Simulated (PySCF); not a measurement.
# Computed NMR parameters against published values

Cartesian coordinates in Å; atom numbers follow the order of the lines, from 1:
```xyz
10

C     1.1997   -0.4603    0.1476
C     0.1663    0.6047   -0.1146
C    -1.2716    0.1583   -0.1084
O     0.4760    1.7535   -0.3081
H     1.2394   -0.6484    1.2255
H     0.9381   -1.4049   -0.3337
H     2.1798   -0.1206   -0.1825
H    -1.9338    1.0209   -0.1471
H    -1.4864   -0.4461    0.7770
H    -1.4549   -0.4799   -0.9783
```

PySCF calculation with B3LYP/pcJ-2 coupling constants, geometry: PBE0-D3(BJ)/def2-TZVP and shielding tensors at B97-2/pcSseg-2 (GIAO); equivalent nuclei averaged, a single conformation, in vacuum, non-relativistic Hamiltonian.

Reference values: measured (solution, toluene-d8, 298 K; Fulmer et al., Organometallics 2010, 29, 2176).
| atoms | quantity | reference | computed | computed, scaled |
| --- | --- | --- | --- | --- |
| C2 | δ 13C | 204.0 | 212.4 | 202.9 |
| C1/C3 | δ 13C | 30.0 | 31.6 | 28.5 |

Reference values: measured (solution, C6D6, 298 K; Fulmer et al., Organometallics 2010, 29, 2176).
```tsv
atoms	quantity	reference	computed	computed, scaled
C2	δ 13C	204.4	212.4	202.9
C1/C3	δ 13C	30.1	31.6	28.5
```

Reference values: measured (liquid, neat, 295 K; 17O NMR survey of organic solvents and oxofluorinated compounds, PMC5915748).
```tsv
atoms	quantity	reference	computed	computed, scaled
O4	δ 17O vs D2O (external)	575.5	–	586.7
```

Reference values: measured (solution, not stated per compound (mostly CDCl3 or CCl4); Pretsch, Buehlmann, Badertscher, Structure Determination of Organic Compounds, 4th ed. (2009)).
```tsv
atoms	quantity	reference	computed	computed, scaled
C1/C3	δ 13C	30.7	31.6	28.5
H5/H6/H7/H8/H9/H10	δ 1H	2.17	2.08	2.10
```

Computed shifts are σ(ref) − σ with the named reference compound (TMS for H and C) calculated as an isolated molecule at the same level. The measured values may be among those fitted. Scaled to experiment by linear calibration (H and C: mostly CDCl3 data, vs TMS): 13C: δ = 176.83 − 0.965σ (rms 2.0 ppm, 507 shifts, 2.1 ppm with the 1 outlier that the fit left out); 1H: δ = 29.81 − 0.938σ (rms 0.14 ppm, 293 shifts, 0.16 ppm with the 4 outliers that the fit left out); 17O: δ = 275.01 − 0.945σ (rms 12.8 ppm, 79 shifts vs liquid water, solution or neat liquid). A few per cent of atoms miss by over 2 rms, more outside the fitted compound classes.

Coupling constants in Hz:
```tsv
coupling	reference	computed	source
2J(H5,H6)	-14.9	-15.1	measured; solution (compiled); Pretsch, Buehlmann, Badertscher, Structure Determination of Organic Compounds, 4th ed., Springer 2009
1J(C1,C2)	40.6	40.7	measured; liquid or solution; F. J. Weigert, PhD thesis, Caltech 1968 (Carbon-13 magnetic resonance spectroscopy)
```

Problem. How far are the unscaled 13C shifts from the references?

Solution. Mean signed difference +4.08 ppm, mean absolute 4.08 ppm over 5 comparisons; the largest is +8.4 ppm at C2 (ketone carbonyl carbon).

9 of the 58 published NMR values on file for this molecule are compared. The rest: values from further sources, protons in aromatic solvents.
